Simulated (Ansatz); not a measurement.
**Re in Ansatz: the effect of functional**

The system is Re.

```
Re
1.0
     2.76080    0.00000    0.00000
    -1.38040    2.39092    0.00000
     0.00000    0.00000    4.45820
Re
2
Direct
  0.66667 0.33333 0.75000
  0.33333 0.66667 0.25000
```

Alike in all runs:

| Property | Result |
| --- | --- |
| Program | Ansatz 0.2.0 |
| Task | band structure |
| Potentials or basis | all-electron LAPW, scalar-relativistic |
| Cutoff | 281 eV |
| Density cutoff | 1123 eV |
| Basis error allowed | 0.001 eV/atom |
| k mesh | 11 × 11 × 6 |
| Occupations | fermi-dirac, width 0.05 eV |
| Spin | no spin polarisation |

Q: One run gave: pressure -10.0 GPa. Which functional did it use?
A. PBE
B. PBEsol
C. LDA

A: C.

```csv
functional,pressure (GPa)
PBE,6.1
PBEsol,-4.1
LDA,-10.0
```

Not every run made on this cell is shown here.
